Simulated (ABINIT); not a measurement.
The system is W.

```
CELL_PARAMETERS angstrom
-1.58234 1.58234 1.58234
1.58234 -1.58234 1.58234
1.58234 1.58234 -1.58234
ATOMIC_POSITIONS crystal
W 0.00000 0.00000 0.00000
```

Program: ABINIT 10.8.3 (patched build). Alike in all runs: task band structure; cell as given; k mesh 12 × 12 × 12; smearing fermi-dirac 0.05 eV.

**Question.** Order these runs on this cell by their pressure, lowest first.
A. level PBEsol; potentials or basis PseudoDojo NC SR PBEsol v0.4 stringent; spin off; cutoff (eV) 1007
B. level RPBE; potentials or basis JTH PAW PBE v2.0; spin off; cutoff (eV) 435; fine-grid cutoff 870.764 eV
C. level r2SCAN; potentials or basis JTH PAW LDA v2.0; spin off; cutoff (eV) 490; fine-grid cutoff 979.61 eV
D. level rPW86PBE; potentials or basis JTH PAW PBE v2.0; spin SOC, no magnetisation; cutoff (eV) 435; fine-grid cutoff 870.764 eV

**Answer.** A (-2.8 GPa), C (1.9 GPa), B (9.1 GPa), D (17.0 GPa).

Caveats: the PAW data sets were made with another functional, which shifts forces and pressure a little (some runs); so large a pressure means that the cell lies far from this level's equilibrium, or that cutoff or potentials fall short (some runs); the potentials were made for another functional, which shifts forces and pressure (some runs).

Runs at the PBE level aren't shown here.
